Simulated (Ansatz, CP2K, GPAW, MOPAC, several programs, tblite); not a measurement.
## What each method gives for TlCl (Pm-3m)

A 2-atom cell of TlCl started from a crystallographic database, relaxed with r2SCAN+rVV10 in Ansatz, was computed with several methods. Space group Pm-3m (No. 221), cubic; conventional cell a = 3.794 Å, 27.30 Å³ an atom. Around Tl lie 8 Cl at 3.29 Å; around Cl lie 8 Tl at 3.29 Å. No spin polarisation and no zero-point or thermal motion.

```cif
data_structure
_symmetry_space_group_name_H-M 'P 1'
_symmetry_Int_Tables_number 1
_cell_length_a 3.7936
_cell_length_b 3.7936
_cell_length_c 3.7936
_cell_angle_alpha 90.000
_cell_angle_beta 90.000
_cell_angle_gamma 90.000
_cell_volume 54.60
loop_
_atom_site_label
_atom_site_type_symbol
_atom_site_fract_x
_atom_site_fract_y
_atom_site_fract_z
_atom_site_occupancy
Tl1 Tl 0.00000 0.00000 0.00000 1
Cl1 Cl 0.50000 0.50000 0.50000 1
```

Gaps and times are for a single point on this cell; volume and bulk modulus come from each method's own relaxation or energy curve at fixed shape. Times are rough, from shared hosts (Arm Neoverse V1), and each method has its own mesh and cell size. A star marks a curve whose lowest point is an end point. PM7 (MOPAC), GFN1-xTB (tblite), GFN2-xTB (tblite) treat a cluster of cells at its zone centre, which samples few k points: where these miss a band edge, the gap comes out too large for that reason alone. Gaps from k meshes are read at a limited set of points (mesh, symmetry points, PBE's band edges), so each method's own least gap may be somewhat smaller. xTB and the PM methods were fitted mostly to molecules, and can miss a solid's gap by electronvolts. Minimal bases can be far off for gaps. GLLB-SC's gap includes the derivative discontinuity. d marks a direct gap, i an indirect one (no mark: not told apart), a dash a value that wasn't computed or didn't pass its checks.

```json
{"method": "light PBE (260 eV and a coarse mesh)", "kind": "light plane-wave", "gap (eV)": "2.01 d", "own volume (Å³/atom)": "–", "bulk modulus (GPa)": "–", "atoms computed": "2", "processor time": "0.7 s"}
{"method": "PBE", "kind": "semilocal", "gap (eV)": "1.99 d", "own volume (Å³/atom)": "–", "bulk modulus (GPa)": "–", "atoms computed": "2", "processor time": "1.7 s"}
{"method": "GFN1-xTB (tblite)", "kind": "tight binding", "gap (eV)": "6.04", "own volume (Å³/atom)": "–", "bulk modulus (GPa)": "–", "atoms computed": "54", "processor time": "1.7 s"}
{"method": "GFN2-xTB (tblite)", "kind": "tight binding", "gap (eV)": "6.92", "own volume (Å³/atom)": "–", "bulk modulus (GPa)": "–", "atoms computed": "54", "processor time": "3.2 s"}
{"method": "r2SCAN", "kind": "semilocal", "gap (eV)": "2.42 d", "own volume (Å³/atom)": "–", "bulk modulus (GPa)": "–", "atoms computed": "2", "processor time": "3.9 s"}
{"method": "PBE/single zeta (GPAW)", "kind": "small basis", "gap (eV)": "1.89 d", "own volume (Å³/atom)": "–", "bulk modulus (GPa)": "–", "atoms computed": "2", "processor time": "4.4 s"}
{"method": "PBE/SZV (CP2K)", "kind": "small basis", "gap (eV)": "1.78 d", "own volume (Å³/atom)": "–", "bulk modulus (GPa)": "–", "atoms computed": "2", "processor time": "4.6 s"}
{"method": "GLLB-SC (GPAW)", "kind": "model potential", "gap (eV)": "3.72", "own volume (Å³/atom)": "–", "bulk modulus (GPa)": "–", "atoms computed": "2", "processor time": "8.3 s"}
{"method": "PM7 (MOPAC)", "kind": "semi-empirical", "gap (eV)": "9.33", "own volume (Å³/atom)": "–", "bulk modulus (GPa)": "–", "atoms computed": "54", "processor time": "11 s"}
{"method": "PBE/DZVP (CP2K)", "kind": "small basis", "gap (eV)": "1.94 d", "own volume (Å³/atom)": "29.83*", "bulk modulus (GPa)": "23*", "atoms computed": "2", "processor time": "13 s"}
```

Against r2SCAN (2.42 eV) and with closed or daggered gaps left aside, the nearest gap at the points sampled is that of light PBE (260 eV and a coarse mesh) (-0.41 eV) and the farthest that of PM7 (MOPAC) (+6.91 eV). r2SCAN is only a yardstick of convenience: semilocal gaps usually lie below measured ones, which GLLB-SC and hybrids aim to mend.

Runs without a result: PM6 (MOPAC) (single point, out of time).

Spin-orbit coupling is left out; in compounds of Pb, Bi, Tl or Hg it can lower a gap by up to about 1 eV, split its edges or invert the bands.
